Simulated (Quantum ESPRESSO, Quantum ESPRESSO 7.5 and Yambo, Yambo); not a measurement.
## BAs (F-43m): one start, several treatments of the self-energy

How much does the gap of BAs (F-43m) depend on the approximation to the self-energy?

Calculated with Quantum ESPRESSO 7.5 and Yambo 5.3.0; PBE and many-body steps on it, plane waves.

**The experiments to reproduce.**

- Gap 1.82 eV: indirect gap from Tauc plot of optical absorption; UV-visible absorption, indirect Tauc plot; 300 K; bulk crystal (three thin as-grown single crystals with the same absorption edge) (“Photoluminescence mapping and time-domain thermo-photoluminescence for rapid imaging and measurement of thermal conductivity of boron arsenide”, 2019, arxiv:1910.07149).

- Gap 4.12 eV: direct gap from square of absorption coefficient, average of two samples; spectroscopic ellipsometry; 300 K; bulk crystal (CVT-grown opaque bulk crystals) (“Optical properties of cubic boron arsenide”, 2019, arxiv:1911.04914).

- Gap 2.02 eV: indirect gap from square root of absorption coefficient, average of three samples; transmission and reflection spectroscopy; 300 K; bulk crystal (CVT-grown platelets about 10 um thick) (“Optical properties of cubic boron arsenide”, 2019, arxiv:1911.04914).

Report form: the programs' logs are mostly left out.

## 1. Set-up

The structure is cubic, space group F-43m (No. 216). Conventional cell: a = 4.777 Å, b = 4.777 Å, c = 4.777 Å, α = 90.00°, β = 90.00°, γ = 90.00°. B has 4 As at 2.07 Å nearest. Nearest to As lie 4 B at 2.07 Å. Farther neighbours are not listed.

The cell and positions come from the Crystallography Open Database and are kept as given unless a step says otherwise.

## 2. Empty states on the mesh, 6×6×6 mesh, 184 bands

This step: Quantum ESPRESSO 7.5; DFT, PBE, plane waves, norm-conserving pseudopotentials.

The sums over transitions need many empty states on a uniform mesh; this step solves for them.

Contents of pw.in:

```
&control
  calculation = 'nscf'
  prefix = 'x'
  outdir = 'o'
  pseudo_dir = 'pseudo'
/
&system
  ibrav = 0
  nat = 2
  ntyp = 2
  ecutwfc = 76.0
  nbnd = 184
  force_symmorphic = .true.
/
&electrons
  conv_thr = 1e-9
  electron_maxstep = 80
  diago_full_acc = .true.
  diago_thr_init = 5e-6
/
ATOMIC_SPECIES
  B 10.81 B.upf
  As 74.922 As.upf
CELL_PARAMETERS angstrom
  -0.0000000000 2.3885000000 2.3885000000
  2.3885000000 -0.0000000000 2.3885000000
  2.3885000000 2.3885000000 -0.0000000000
ATOMIC_POSITIONS crystal
  B 0.0000000000 0.0000000000 0.0000000000
  As 0.2500000000 0.2500000000 0.2500000000
K_POINTS automatic
  6 6 6 0 0 0
```

Run with:

```bash
OMP_NUM_THREADS=1 mpirun -n 4 pw.x -nk 4 -in pw.in > pw.out
```

The job ended after 15 s (4 MPI ranks of Arm Neoverse V1, shared host; peak memory 0.32 GiB; 58 s of CPU time).

This step gave:

```yaml
gap: 1.294 eV
k_of_the_valence_top: 0, 0, 0
k_of_the_conduction_bottom: 0, 0.3333, 0.3333
least_direct_gap: 3.292 eV
k_points_computed: 16
lowest_point_of_the_top_converged_band_above_the_valence_top: 183.1518 eV
```

On this mesh the gap is 1.294 eV.

The density comes from a self-consistent run that is not shown.

## 3. Conversion and set-up

This step: Yambo 5.3.0; conversion and set-up on PBE, plane waves, norm-conserving pseudopotentials.

The states are converted to the many-body program's format and the q mesh is built.

Run with:

```bash
(cd o/x.save; p2y > p2y.log; mv SAVE ../..); yambo > setup.log
```

Elapsed: 2.3 s, on 1 MPI rank; peak memory 0.24 GiB.

## 4. G0W0, Godby-Needs plasmon pole

Now the one-shot GW correction: screening in the RPA, then the self-energy of the levels asked for.

This step: G0W0 on PBE, plane waves, norm-conserving pseudopotentials.

Contents of gw2.in:

```
HF_and_locXC
gw0
dyson
ppa
em1d
rim_cut
RandQpts= 1000000
RandGvec= 1 RL
EXXRLvcs= 76 Ry
VXCRLvcs= 304 Ry
Chimod= "HARTREE"
% BndsRnXp
 1 | 80 |
%
NGsBlkXp= 10.5 Ry
% LongDrXp
 1 | 1 | 1 |
%
% GbndRnge
 1 | 80 |
%
DysSolver= "n"
ExtendOut
PPAPntXp= 27.21138 eV
% QPkrange
 1 | 1 | 8 | 11 |
 10 | 10 | 8 | 11 |
%
```

Run with:

```bash
OMP_NUM_THREADS=1 mpirun -n 4 yambo -F gw2.in -J gw2 -C gw2 > gw2.log
```

The job ended after 95 s (4 MPI ranks; peak memory 1.4 GiB).

Numbers from this step:

```
G0W0 gap on the points computed              : 2.155 eV
starting gap on the mesh                     : 1.294 eV
k of the valence top                         : 0, 0, 0
k of the conduction bottom                   : 0, 0.3333, 0.3333
least direct G0W0 gap on the computed points : 4.091 eV
Z at the valence top                         : 0.8056
Z at the conduction bottom                   : 0.8146
```

The gap on the mesh goes from 1.29 eV to 2.15 eV, a correction of +0.86 eV.

## 5. One-shot COHSEX

This step: one-shot COHSEX on PBE, plane waves, norm-conserving pseudopotentials.

Contents of gw4.in:

```
HF_and_locXC
gw0
dyson
cohsex
em1s
rim_cut
RandQpts= 1000000
RandGvec= 1 RL
EXXRLvcs= 76 Ry
VXCRLvcs= 304 Ry
Chimod= "HARTREE"
% BndsRnXs
 1 | 80 |
%
NGsBlkXs= 10.5 Ry
% LongDrXs
 1 | 1 | 1 |
%
% GbndRnge
 1 | 80 |
%
DysSolver= "n"
ExtendOut
% QPkrange
 1 | 1 | 8 | 11 |
 10 | 10 | 8 | 11 |
%
```

Run with:

```bash
OMP_NUM_THREADS=1 mpirun -n 4 yambo -F gw4.in -J gw4 -C gw4 > gw4.log
```

The job ended after 66 s (4 MPI ranks; peak memory 1.4 GiB; 4.4 min of CPU time).

This step gave:

```yaml
quasiparticle_gap_on_the_points_computed: 2.684 eV
starting_gap_on_the_mesh: 1.294 eV
k_of_the_valence_top: 0, 0, 0
k_of_the_conduction_bottom: 0, 0.3333, 0.3333
least_direct_quasiparticle_gap_on_the_computed_points: 4.637 eV
z_at_the_valence_top: 1
z_at_the_conduction_bottom: 1
```

Against G0W0 in Yambo (6×6×6 mesh, 80 bands, screening to 142.9 eV, Godby-Needs plasmon pole), the gap moves by +0.529 eV.

## 6. One-shot Hartree-Fock

This step: one-shot Hartree-Fock on PBE, plane waves, norm-conserving pseudopotentials.

Contents of gw5.in:

```
HF_and_locXC
rim_cut
RandQpts= 1000000
RandGvec= 1 RL
EXXRLvcs= 76 Ry
VXCRLvcs= 304 Ry
% QPkrange
 1 | 1 | 8 | 11 |
 10 | 10 | 8 | 11 |
%
```

Run with:

```bash
OMP_NUM_THREADS=1 mpirun -n 4 yambo -F gw5.in -J gw5 -C gw5 > gw5.log
```

It took 7.3 s on 4 MPI ranks; peak memory 1.4 GiB; 29 s of CPU time.

This step gave:

* quasiparticle gap on the mesh: 7.047 eV
* starting gap on the mesh: 1.294 eV
* k of the valence top: 0, 0, 0
* k of the conduction bottom: 0, 0.3333, 0.3333
* least direct quasiparticle gap on the computed points: 9.110 eV

Against G0W0 in Yambo (6×6×6 mesh, 80 bands, screening to 142.9 eV, Godby-Needs plasmon pole), the gap moves by +4.892 eV.

## 7. Side by side

Times are wall times on 4 MPI ranks of Arm Neoverse V1, shared host, good to a factor of about two.

```csv
run,mesh,bands,screening cutoff (eV),DFT gap (eV),gap on the mesh (eV),direct (eV),time
"G0W0, Godby-Needs plasmon pole",6×6×6,80,142.9,1.294,2.155,4.091,95 s
one-shot COHSEX,6×6×6,80,142.9,1.294,2.684,4.637,66 s
one-shot Hartree-Fock,6×6×6,-,-,1.294,7.047,9.110,7.3 s
```

## 8. Outcome

| Quantity | Value |
| --- | --- |
| G0W0, Godby-Needs plasmon pole | 2.155 eV |
| one-shot COHSEX | 2.684 eV |
| one-shot Hartree-Fock | 7.047 eV |
| known limits | not at the basis limit; exchange with frozen shells missing; no spin-orbit coupling |

In words: One-shot COHSEX: +0.529 eV against G0W0, Godby-Needs plasmon pole. One-shot Hartree-Fock: +4.892 eV against G0W0, Godby-Needs plasmon pole. Bare exchange alone opens the gap to 7.05 eV; against G0W0, correlation takes back 4.89 eV. Static COHSEX lies above G0W0: it lacks the factor Z and overstates the Coulomb hole of the filled states. Against experiment, by G0W0, Godby-Needs plasmon pole: the gap of 2.15 eV lies +0.33 eV from the measured 1.82 eV (indirect, 300 K, 2019); the direct gap of 4.09 eV lies −0.03 eV from the measured 4.12 eV (direct, 300 K, 2019); the gap of 2.15 eV lies +0.13 eV from the measured 2.02 eV (indirect, 300 K, 2019). An exciton line or allowed optical edge lies below the quasiparticle gap by the binding energy; a forbidden edge can push the onset above it. These are gaps on the mesh, at modest bands and cutoff. The calculation has static nuclei and no excitons; a measured gap holds zero-point and thermal motion, which mostly lowers it. Bands and cutoff are finite, so the gap is not at the basis limit. The miss can reach some tenths of an eV and take either sign; the mesh is an error of its own. A denser mesh or path gives a starting gap of 1.21 eV: the GW mesh misses a band edge, so its gaps are not the fundamental one. The norm-conserving file of at least one element keeps a d shell over frozen s and p shells of the same row. Exchange with those shells is missing from the self-energy, an error of 0.3 to 0.9 eV in cases checked, whose sign depends on which edge lies on those atoms. The many-body steps are scalar-relativistic: spin-orbit coupling is not in them.

[Paths, hosts, dates, memory and timing lines, banners, echoed tables and standing remarks are left out of the program output.]

[Logs are printed without paths, hosts, clocks, repeated set-up lines and the standing remarks that a program may print on its own settings, such as how far it seeks lower states.]

[Runs of the session that timed out or met a known fault of the program may be left out.]

[Hosts, paths, dates, database ids (printed as entryN), source tags and the programs' standing remarks are cut or masked in the printed files.]
